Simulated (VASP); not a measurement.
Wanted: the native input for a VASP 6.6.1 run.

* Task: band structure
* Functional: PBE
* Potentials or basis: VASP PAW PBE potentials, release 64 (Ga_d, S)
* Cutoff: 520 eV
* k mesh: 9 × 9 × 2
* Occupations: gaussian, width 0.02 eV
* Spin: no spin polarisation
* Further INCAR settings: ALGO = Normal; EDIFF = 1e-06; NBANDS = 48

The structure of GaS lies in POSCAR:

```
GaS
1.0
    3.5850000000      0.0000000000      0.0000000000
   -1.7925000000      3.1047010700      0.0000000000
    0.0000000000      0.0000000000     15.5000000000
Ga S
4 4
Direct
    0.3333333300      0.6666666700      0.1700000000
    0.6666666700      0.3333333300      0.6700000000
    0.3333333300      0.6666666700      0.3300000000
    0.6666666700      0.3333333300      0.8300000000
    0.3333333300      0.6666666700      0.6000000000
    0.6666666700      0.3333333300      0.1000000000
    0.3333333300      0.6666666700      0.9000000000
    0.6666666700      0.3333333300      0.4000000000
```

One way to write it, as run:

INCAR

```
SYSTEM = GaS
PREC     = Accurate       ! precision mode
ENCUT    = 520            ! plane-wave cutoff, eV
EDIFF    = 1E-6           ! SCF threshold, eV
ISMEAR   = 0              ! smearing method
SIGMA    = 0.02           ! smearing width, eV
LREAL    = .False.        ! projectors in reciprocal space
LASPH    = .True.         ! aspherical terms in the spheres
NELM     = 100            ! most SCF steps
ALGO     = Normal         ! electronic algorithm
ISIF     = 2              ! what is computed and relaxed
LWAVE    = .False.        ! write WAVECAR
LCHARG   = .False.        ! write CHGCAR
GGA      = PE             ! functional
NBANDS   = 48             ! bands
```

KPOINTS

```
regular mesh
0
Gamma
  9 9 2
  0 0 0
```

KPOINTS_OPT

```
path GMKGALHA,LM,KH
10
line-mode
reciprocal
 0.0000000000  0.0000000000  0.0000000000  G
 0.5000000000  0.0000000000  0.0000000000  M

 0.5000000000  0.0000000000  0.0000000000  M
 0.3333333333  0.3333333333  0.0000000000  K

 0.3333333333  0.3333333333  0.0000000000  K
 0.0000000000  0.0000000000  0.0000000000  G

 0.0000000000  0.0000000000  0.0000000000  G
 0.0000000000  0.0000000000  0.5000000000  A

 0.0000000000  0.0000000000  0.5000000000  A
 0.5000000000  0.0000000000  0.5000000000  L

 0.5000000000  0.0000000000  0.5000000000  L
 0.3333333333  0.3333333333  0.5000000000  H

 0.3333333333  0.3333333333  0.5000000000  H
 0.0000000000  0.0000000000  0.5000000000  A

 0.5000000000  0.0000000000  0.5000000000  L
 0.5000000000  0.0000000000  0.0000000000  M

 0.3333333333  0.3333333333  0.0000000000  K
 0.3333333333  0.3333333333  0.5000000000  H
```

Potentials or basis: VASP PAW PBE potentials, release 64 (Ga_d, S).

Run with:

```sh
$ cat potpaw_PBE.64/Ga_d/POTCAR potpaw_PBE.64/S/POTCAR > POTCAR
$ mpirun -np 1 vasp_std > vasp.out
```

Results of the run:

```json
{
 "Pressure": "2.1 GPa",
 "Largest force": "0.245 eV/Å",
 "Band gap on the k mesh": "1.60 eV, indirect (least direct gap 1.66 eV)",
 "Band gap along the path": "1.59 eV, indirect (least direct gap 1.66 eV)"
}
```

Caveat: this functional lacks dispersion, which binds the layers, so the pressure and a relaxed spacing across them are unreliable.

Run time: 6.9 min on 1 thread of Intel(R) Xeon(R) Platinum 8488C (Sapphire Rapids) (shared host), peak memory 0.45 GiB.
